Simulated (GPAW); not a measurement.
Input of a GPAW 26.7.0 run:

Contents of run.py:

```python
from ase.dft.bandgap import bandgap
from ase.io import read, write
from ase.units import GPa
from gpaw import GPAW, PW

atoms = read('Ir.cif')

calc = GPAW(mode=PW(500),
            xc='PBE',
            kpts={'size': (6, 6, 6), 'gamma': True},
            occupations={'name': 'fermi-dirac', 'width': 0.05},
            setups={'Ir': '9'},
            nbands=-22,
            maxiter=120,
            txt='gpaw.txt')
atoms.calc = calc
energy = atoms.get_potential_energy()
forces = atoms.get_forces()
stress = atoms.get_stress()
calc.write('gs.gpw')
write('result.traj', atoms)
print(f'Energy: {energy:.6f} eV')
print('Forces (eV/A):')
print(forces.round(4))
print('Stress (GPa):', (stress / GPa).round(3))
print('Fermi level:', round(calc.get_fermi_level(), 4), 'eV')
print(f'Gap: {bandgap(calc)[0]:.4f} eV, direct: {bandgap(calc, direct=True)[0]:.4f} eV')
```

Ir.cif

```cif
data_Ir
_cell_length_a 3.83120000
_cell_length_b 3.83120000
_cell_length_c 3.83120000
_cell_angle_alpha 90.00000000
_cell_angle_beta 90.00000000
_cell_angle_gamma 90.00000000
_space_group_name_H-M_alt 'Fm-3m'
_space_group_name_Hall '-F 4 2 3'
_space_group_IT_number 225
loop_
_space_group_symop_operation_xyz
'x,y,z'
'-x,-y,-z'
'-y,x,z'
'y,-x,-z'
'-x,-y,z'
'x,y,-z'
'y,-x,z'
'-y,x,-z'
'x,-y,-z'
'-x,y,z'
'-y,-x,-z'
'y,x,z'
'-x,y,-z'
'x,-y,z'
'y,x,-z'
'-y,-x,z'
'z,x,y'
'-z,-x,-y'
'z,-y,x'
'-z,y,-x'
'z,-x,-y'
'-z,x,y'
'z,y,-x'
'-z,-y,x'
'-z,x,-y'
'z,-x,y'
'-z,-y,-x'
'z,y,x'
'-z,-x,y'
'z,x,-y'
'-z,y,x'
'z,-y,-x'
'y,z,x'
'-y,-z,-x'
'x,z,-y'
'-x,-z,y'
'-y,z,-x'
'y,-z,x'
'-x,z,y'
'x,-z,-y'
'-y,-z,x'
'y,z,-x'
'-x,-z,-y'
'x,z,y'
'y,-z,-x'
'-y,z,x'
'x,-z,y'
'-x,z,-y'
'x,y+1/2,z+1/2'
'-x,-y+1/2,-z+1/2'
'-y,x+1/2,z+1/2'
'y,-x+1/2,-z+1/2'
'-x,-y+1/2,z+1/2'
'x,y+1/2,-z+1/2'
'y,-x+1/2,z+1/2'
'-y,x+1/2,-z+1/2'
'x,-y+1/2,-z+1/2'
'-x,y+1/2,z+1/2'
'-y,-x+1/2,-z+1/2'
'y,x+1/2,z+1/2'
[... 40 lines left out ...]
'-x+1/2,-y,z+1/2'
'x+1/2,y,-z+1/2'
'y+1/2,-x,z+1/2'
'-y+1/2,x,-z+1/2'
'x+1/2,-y,-z+1/2'
'-x+1/2,y,z+1/2'
'-y+1/2,-x,-z+1/2'
'y+1/2,x,z+1/2'
'-x+1/2,y,-z+1/2'
'x+1/2,-y,z+1/2'
'y+1/2,x,-z+1/2'
'-y+1/2,-x,z+1/2'
'z+1/2,x,y+1/2'
'-z+1/2,-x,-y+1/2'
'z+1/2,-y,x+1/2'
'-z+1/2,y,-x+1/2'
'z+1/2,-x,-y+1/2'
'-z+1/2,x,y+1/2'
'z+1/2,y,-x+1/2'
'-z+1/2,-y,x+1/2'
'-z+1/2,x,-y+1/2'
'z+1/2,-x,y+1/2'
'-z+1/2,-y,-x+1/2'
'z+1/2,y,x+1/2'
'-z+1/2,-x,y+1/2'
'z+1/2,x,-y+1/2'
'-z+1/2,y,x+1/2'
'z+1/2,-y,-x+1/2'
'y+1/2,z,x+1/2'
'-y+1/2,-z,-x+1/2'
'x+1/2,z,-y+1/2'
'-x+1/2,-z,y+1/2'
'-y+1/2,z,-x+1/2'
'y+1/2,-z,x+1/2'
'-x+1/2,z,y+1/2'
'x+1/2,-z,-y+1/2'
'-y+1/2,-z,x+1/2'
'y+1/2,z,-x+1/2'
'-x+1/2,-z,-y+1/2'
'x+1/2,z,y+1/2'
'y+1/2,-z,-x+1/2'
'-y+1/2,z,x+1/2'
'x+1/2,-z,y+1/2'
'-x+1/2,z,-y+1/2'
'x+1/2,y+1/2,z'
'-x+1/2,-y+1/2,-z'
'-y+1/2,x+1/2,z'
'y+1/2,-x+1/2,-z'
'-x+1/2,-y+1/2,z'
'x+1/2,y+1/2,-z'
'y+1/2,-x+1/2,z'
'-y+1/2,x+1/2,-z'
'x+1/2,-y+1/2,-z'
'-x+1/2,y+1/2,z'
'-y+1/2,-x+1/2,-z'
'y+1/2,x+1/2,z'
'-x+1/2,y+1/2,-z'
'x+1/2,-y+1/2,z'
'y+1/2,x+1/2,-z'
'-y+1/2,-x+1/2,z'
'z+1/2,x+1/2,y'
'-z+1/2,-x+1/2,-y'
'z+1/2,-y+1/2,x'
'-z+1/2,y+1/2,-x'
'z+1/2,-x+1/2,-y'
'-z+1/2,x+1/2,y'
'z+1/2,y+1/2,-x'
'-z+1/2,-y+1/2,x'
'-z+1/2,x+1/2,-y'
'z+1/2,-x+1/2,y'
'-z+1/2,-y+1/2,-x'
'z+1/2,y+1/2,x'
'-z+1/2,-x+1/2,y'
'z+1/2,x+1/2,-y'
'-z+1/2,y+1/2,x'
'z+1/2,-y+1/2,-x'
'y+1/2,z+1/2,x'
'-y+1/2,-z+1/2,-x'
'x+1/2,z+1/2,-y'
'-x+1/2,-z+1/2,y'
'-y+1/2,z+1/2,-x'
'y+1/2,-z+1/2,x'
'-x+1/2,z+1/2,y'
'x+1/2,-z+1/2,-y'
'-y+1/2,-z+1/2,x'
'y+1/2,z+1/2,-x'
'-x+1/2,-z+1/2,-y'
'x+1/2,z+1/2,y'
'y+1/2,-z+1/2,-x'
'-y+1/2,z+1/2,x'
'x+1/2,-z+1/2,y'
'-x+1/2,z+1/2,-y'
loop_
_atom_site_label
_atom_site_type_symbol
_atom_site_symmetry_multiplicity
_atom_site_Wyckoff_symbol
_atom_site_fract_x
_atom_site_fract_y
_atom_site_fract_z
_atom_site_occupancy
Ir1 Ir 4 a 0.0000000000 0.0000000000 0.0000000000 1
```

Potentials or basis: GPAW PAW data sets (gpaw-data 1.2.1), other valence, pw.

Command:

```console
$ OMP_NUM_THREADS=1 python run.py
```

(1) Estimate the band gap on the k mesh.

(2) Estimate the pressure.

## Answers

(1) none (metal or under the smearing width).

(2) 16.5 GPa.

Caveat: the cutoff is short for stress and forces, so pressures can be off by a GPa or more; so large a pressure means that the cell lies far from this level's equilibrium, or that cutoff or potentials fall short.
